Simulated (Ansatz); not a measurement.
Relaxation path: TaS₂

DFT, PBEsol, PAW with Ansatz's default frozen-core files, scalar-relativistic (Ansatz 0.2.0); a Γ-centred 9×9×5 k mesh, Fermi–Dirac smearing of 0.02 eV, no spin polarisation. The run relaxes cell and atoms at a target pressure of 0 GPa.

Command: `ansatz run input.yaml --threads 1 --pin off --max-ram 3072MiB --backend cpu --events-out ev --progress --plain --runs-dir out` It took 8 s on 1 thread of Intel(R) Xeon(R) 6975P-C (Granite Rapids), on a shared host, peak memory 0.43 GiB.

```yaml
crystal:
  lattice:
    - [3.35, 0.0, 0.0]
    - [-1.675, 2.9011851027, 0.0]
    - [0.0, 0.0, 5.86]
  atoms:
    - { symbol: Ta, position: [0.0, 0.0, 0.0] }
    - { symbol: S, position: [0.3333333333, 0.6666666667, 0.25] }
    - { symbol: S, position: [0.6666666667, 0.3333333333, 0.75] }
kpoints:
  mp_grid: { grid: [9, 9, 5] }
scf:
  occupations: { method: fermi_dirac, width: 0.02 }
hamiltonian:
  xc: pbesol
  pseudopotentials: { kind: paw }
output:
  forces: true
  stress: true
  write_density: true
  write_potential: true
  elf: true
  volumetric_format: npy
relax:
  f_tol: 0.005
  max_steps: 50
  cell: {}
```

Each step lists its free energy a cell above the last geometry, the pressure, the cell vectors (Å), and Cartesian positions (Å) with forces (eV/Å).

The first step:

```
step 1  dF = 67.25 meV  P = 4.42 GPa
  cell 3.3500 0.0000 0.0000  -1.6750 2.9012 0.0000  0.0000 0.0000 5.8600
  Ta 0.0000 0.0000 0.0000   0.0000 0.0000 0.0000
  S 0.0000 1.9341 1.4650   0.0000 0.0000 1.0026
  S 1.6750 0.9671 4.3950   0.0000 0.0000 -1.0026
```

Spin–orbit coupling is left out, which matters for the heavy atoms. The PAW files were made under PBE.

Question: Where does the relaxation end, and by which steps?

Answer: After 5 geometries, with conventional a, b, c = 3.319, 3.319, 5.935 Å, at 18.873 Å³/atom (-0.59 % against the start) in space group P-3m1, with a shortest distance of 2.458 Å. The further steps:
```
step 2  dF = 73.71 meV  P = -1.08 GPa  (not accepted)
  cell 3.2532 0.0000 0.0000  -1.6266 2.8174 0.0000  0.0000 0.0000 5.8611
  Ta 0.0000 0.0000 0.0000   0.0000 0.0000 0.0000
  S 0.0000 1.8782 1.6171   0.0000 0.0000 -0.8276
  S 1.6266 0.9391 4.2439   0.0000 0.0000 0.8276
step 3  dF = 0.77 meV  P = -0.34 GPa
  cell 3.3283 0.0000 0.0000  -1.6642 2.8824 0.0000  0.0000 0.0000 5.8971
  Ta 0.0000 0.0000 0.0000   0.0000 0.0000 0.0000
  S 0.0000 1.9216 1.5362   0.0000 0.0000 -0.0113
  S 1.6642 0.9608 4.3609   0.0000 0.0000 0.0113
step 4  dF = 0.01 meV  P = 0.00 GPa
  cell 3.3187 0.0000 0.0000  -1.6593 2.8740 0.0000  0.0000 0.0000 5.9275
  Ta 0.0000 0.0000 0.0000   0.0000 0.0000 0.0000
  S 0.0000 1.9160 1.5407   0.0000 0.0000 -0.0069
  S 1.6593 0.9580 4.3869   0.0000 0.0000 0.0069
step 5  dF = 0.00 meV  P = 0.01 GPa
  cell 3.3189 0.0000 0.0000  -1.6595 2.8743 0.0000  0.0000 0.0000 5.9352
  Ta 0.0000 0.0000 0.0000   0.0000 0.0000 0.0000
  S 0.0000 1.9162 1.5403   0.0000 0.0000 -0.0010
  S 1.6595 0.9581 4.3949   0.0000 0.0000 0.0010
step 6  dF = 0.02 meV  P = 0.01 GPa  (same geometry on a basis chosen anew; earlier energies don't compare to the last digit)
  cell 3.3189 0.0000 0.0000  -1.6595 2.8743 0.0000  0.0000 0.0000 5.9352
  Ta 0.0000 0.0000 0.0000   0.0000 0.0000 0.0000
  S 0.0000 1.9162 1.5403   0.0000 0.0000 -0.0009
  S 1.6595 0.9581 4.3949   0.0000 0.0000 0.0009
```
